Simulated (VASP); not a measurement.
## P: single point with LDA

Crystal: P.

```
CELL_PARAMETERS angstrom
2.40746 0.00000 0.00000
0.00000 2.40746 0.00000
0.00000 0.00000 2.40746
ATOMIC_POSITIONS crystal
P 0.00000 0.00000 0.00000
```

This isn't the form of P at room conditions, which is orthorhombic.

```
Program             : VASP 6.6.1
Task                : single point
Functional          : LDA
Potentials or basis : VASP PAW LDA potentials, release 64 (P)
Cutoff              : 520 eV
k mesh              : 21 × 21 × 21
Occupations         : fermi-dirac, width 0.1 eV
Spin                : no spin polarisation
```

* Pressure: 0.7 GPa
* Band gap on the k mesh: none (metal or under the smearing width)

Levels at points of the mesh, in eV from the Fermi level:
| k point | band 1 | band 2 | band 3 | band 4 | band 5 | band 6 |
| --- | --- | --- | --- | --- | --- | --- |
| (0.00, 0.00, 0.00) | -16.97 | 5.12 | 5.12 | 5.12 | 6.72 | 6.72 |

It took 7 s on 1 thread of Intel(R) Xeon(R) 6975P-C (Granite Rapids), on a shared host, peak memory 0.12 GiB.
